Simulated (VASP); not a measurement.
# Rh (Im-3m) in VASP: notebook, part 2 of 2

VASP 6.6.1. The steps go on from the part before.

### Step 3. Single point, BLYP

This run uses another cell than the first one, of 16.55 Å³/atom, 1.080 times its volume.

Contents of INCAR:

```
AGGAC = 1.0
AGGAX = 1.0
ALDAC = 0.0
ALDAX = 1.0
ALGO = Normal
EDIFF = 1E-6
ENCUT = 520
GGA = B5
ISIF = 2
ISMEAR = -1
LASPH = True
LCHARG = False
LREAL = False
LWAVE = False
NBANDS = 14
NELM = 80
PREC = Accurate
SIGMA = 0.1
```

Contents of KPOINTS:

```
k-points
0
Gamma
  16 16 16
```

Contents of POSCAR:

```
Rh
1.0
   -1.6052392952      1.6052392952      1.6052392952
    1.6052392952     -1.6052392952      1.6052392952
    1.6052392952      1.6052392952     -1.6052392952
Rh
1
Direct
    0.0000000000      0.0000000000      0.0000000000
```

Potentials or basis: VASP PAW PBE potentials, release 64 (Rh_pv).

The run is started by

```console
> cat potpaw_PBE.64/Rh_pv/POTCAR > POTCAR
> mpirun -np 1 vasp_std > vasp.out
```

OUTCAR:

```text
EDIFF = 1E-6
   ENCUT = 520
   GGA = B5
   ISIF = 2
   ISMEAR = -1
   LASPH = True
   LREAL = False
   NELM = 80
   PREC = Accurate

 ion  position               nearest neighbor table
   1  0.000  0.000  0.000-

  LATTYP: Found a body centered cubic cell.
 ALAT       =     3.2104785904

  Lattice vectors:

 A1 = (  -1.6052392952,   1.6052392952,   1.6052392952)
 A2 = (   1.6052392952,  -1.6052392952,   1.6052392952)
 A3 = (   1.6052392952,   1.6052392952,  -1.6052392952)
[... 586 lines left out ...]
     13      30.3424      0.00000
     14      30.5986      0.00000

 [... further k-points ...]

------------------------ aborting loop because EDIFF is reached ----------------------------------------

  FORCE on cell =-STRESS in cart. coord.  units (eV):
  Direction    XX          YY          ZZ          XY          YZ          ZX
  --------------------------------------------------------------------------------------
  -------------------------------------------------------------------------------------
  Total       -1.2086645     -1.2086645     -1.2086645      0.0000000     -0.0000000      0.0000000
  in kB     -117.0407241   -117.0407241   -117.0407241      0.0000000     -0.0000000      0.0000000
  external PRESSURE =    -117.0407241 kB  Pullay stress =       0.0000000 kB

 VOLUME and BASIS-vectors are now :
 -----------------------------------------------------------------------------
  energy-cutoff  :      520.00
  volume of cell :       16.55
      direct lattice vectors                 reciprocal lattice vectors
    -1.605239295  1.605239295  1.605239295     0.000000000  0.311480040  0.311480040
     1.605239295 -1.605239295  1.605239295     0.311480040  0.000000000  0.311480040
     1.605239295  1.605239295 -1.605239295     0.311480040  0.311480040  0.000000000

 POSITION                                       TOTAL-FORCE (eV/Angst)
 -----------------------------------------------------------------------------------
      0.00000      0.00000      0.00000        -0.000000     -0.000000      0.000000
 -----------------------------------------------------------------------------------
    total drift:                               -0.000000      0.000000      0.000000

  FREE ENERGIE OF THE ION-ELECTRON SYSTEM (eV)
  ---------------------------------------------------
  free  energy   TOTEN  =        -5.8488534602 eV

  energy  without entropy=       -5.7589744387  energy(sigma->0) =       -5.80391395
```

OSZICAR:

```text
N       E                     dE             d eps       ncg     rms          rms(c)
DAV:   1     0.124075396221E+03    0.12408E+03   -0.88445E+03  4082   0.111E+03
DAV:   2    -0.459113814464E+01   -0.12867E+03   -0.12278E+03  4426   0.332E+02
DAV:   3    -0.620168774973E+01   -0.16105E+01   -0.16066E+01  4978   0.416E+01
DAV:   4    -0.620906162937E+01   -0.73739E-02   -0.73728E-02  4864   0.288E+00
DAV:   5    -0.620914395845E+01   -0.82329E-04   -0.82328E-04  4992   0.272E-01    0.637E+00
DAV:   6    -0.585382470096E+01    0.35532E+00   -0.77107E-01  4936   0.111E+01    0.213E+00
DAV:   7    -0.585043803560E+01    0.33867E-02   -0.13763E-02  4828   0.988E-01    0.121E+00
DAV:   8    -0.584886742587E+01    0.15706E-02   -0.21177E-03  4462   0.600E-01    0.382E-02
DAV:   9    -0.584885106411E+01    0.16362E-04   -0.39032E-05  5206   0.824E-02    0.125E-02
DAV:  10    -0.584885353261E+01   -0.24685E-05   -0.40902E-06  4588   0.215E-02    0.272E-03
DAV:  11    -0.584885346019E+01    0.72426E-07   -0.38550E-08  2480   0.228E-03
   1 F= -.58488535E+01 E0= -.58039139E+01  d E =-.898790E-01
```

stdout:

```text
POSCAR found type information on POSCAR Rh
 POSCAR found :  1 types and       1 ions
 scaLAPACK will be used
 -----------------------------------------------------------------------------
|                                                                             |
|                                                                             |
|     You enforced a specific xc type in the INCAR file but a different       |
|     I HOPE YOU KNOW WHAT YOU ARE DOING!                                     |
|                                                                             |
 -----------------------------------------------------------------------------

 LDA part: xc-table for (Slater(with rela. corr.)+VWN5), standard interpolation
 POSCAR, INCAR and KPOINTS ok, starting setup
 FFT: planning ... GRIDC
 FFT: planning ... GRID_SOFT
 FFT: planning ... GRID
 WAVECAR not read
 entering main loop
```

Run time: 57 s. Hardware: 1 thread of AMD EPYC 7R43 (Zen 3), shared host; peak memory 0.11 GiB.

What came out:

- Free energy: -5.8489 eV
- Pressure: -11.7 GPa
- Band gap on the k mesh: none (metal or under the smearing width)

Levels at points of the mesh, in eV from the Fermi level:
```tsv
k point	band 4	band 5	band 6	band 7	band 8	band 9	band 10	band 11	band 12	band 13
(0.00, 0.00, 0.00)	-6.35	-2.25	-2.25	-2.25	-0.35	-0.35	18.41	18.41	18.41	21.14
(0.50, 0.00, 0.00)	-4.51	-3.40	-0.42	-0.12	1.21	1.71	7.74	14.46	16.69	21.14
(0.50, 0.50, 0.50)	-4.41	-4.41	0.83	0.83	0.83	8.85	8.85	8.85	16.35	17.32
```

Caveat: the PAW data sets were made with another functional, which shifts forces and pressure a little.

### Step 4. Single point, BLYP

This run uses another cell than the first one, of 17.16 Å³/atom, 1.120 times its volume.

Contents of INCAR:

```
SYSTEM = Rh
AGGAC = 1.0
AGGAX = 1.0
ALDAC = 0.0
ALDAX = 1.0
ALGO = Fast
EDIFF = 1E-6
ENCUT = 520
GGA = B5
ISIF = 2
ISMEAR = -1
LASPH = .True.
LCHARG = .False.
LREAL = .False.
LWAVE = .False.
NBANDS = 14
NELM = 80
PREC = Accurate
SIGMA = 0.1
```

Contents of KPOINTS:

```
k-points
0
Gamma
  16 16 16
  0 0 0
```

Contents of POSCAR:

```
Rh
1.0
   -1.6248173137      1.6248173137      1.6248173137
    1.6248173137     -1.6248173137      1.6248173137
    1.6248173137      1.6248173137     -1.6248173137
Rh
1
Direct
    0.0000000000      0.0000000000      0.0000000000
```

The run is started by

```console
> cat potpaw_PBE.64/Rh_pv/POTCAR > POTCAR
> mpirun -np 1 vasp_std > vasp.out
```

Run time: 80 s. Hardware: 1 thread of AMD EPYC 7R43 (Zen 3), shared host; peak memory 0.12 GiB.

Results (log left out):

- Free energy: -5.7962 eV
- Pressure: -15.9 GPa
- Band gap on the k mesh: none (metal or under the smearing width)

Levels at points of the mesh, in eV from the Fermi level:
```tsv
k point	band 6	band 7	band 8	band 9	band 10	band 11
(0.00, 0.00, 0.00)	-2.13	-2.13	-0.33	-0.33	18.30	18.30
(0.50, 0.00, 0.00)	-0.40	-0.11	1.13	1.74	7.42	14.35
(0.50, 0.50, 0.50)	0.77	0.77	0.77	8.68	8.68	8.68
```

Caveat: so large a pressure means that the cell lies far from this level's equilibrium, or that cutoff or potentials fall short; the potentials were made for another functional, which shifts forces and pressure.

### Step 5. Summary

| cell | k mesh | gap on the mesh (eV) | pressure (GPa) |
| --- | --- | --- | --- |
| Im-3m, 15.32 Å³/atom | 23 × 23 × 23 | none | 0.4 |
| Im-3m, 16.55 Å³/atom | 16 × 16 × 16 | none | -11.7 |
| Im-3m, 17.16 Å³/atom | 16 × 16 × 16 | none | -15.9 |

Alike in all rows: task single point; level BLYP; potentials or basis VASP PAW PBE potentials, release 64 (Rh_pv); no spin polarisation; cutoff (eV) 520; smearing fermi-dirac 0.1 eV.

Every run on the cell as given and a fine mesh finds a metal.

Caveats: the PAW data sets were made with another functional, which shifts forces and pressure a little (some runs); so large a pressure means that the cell lies far from this level's equilibrium, or that cutoff or potentials fall short (some runs); the potentials were made for another functional, which shifts forces and pressure (some runs).

Total energies depend on the potentials used, so only differences within one code and one set of settings carry meaning.
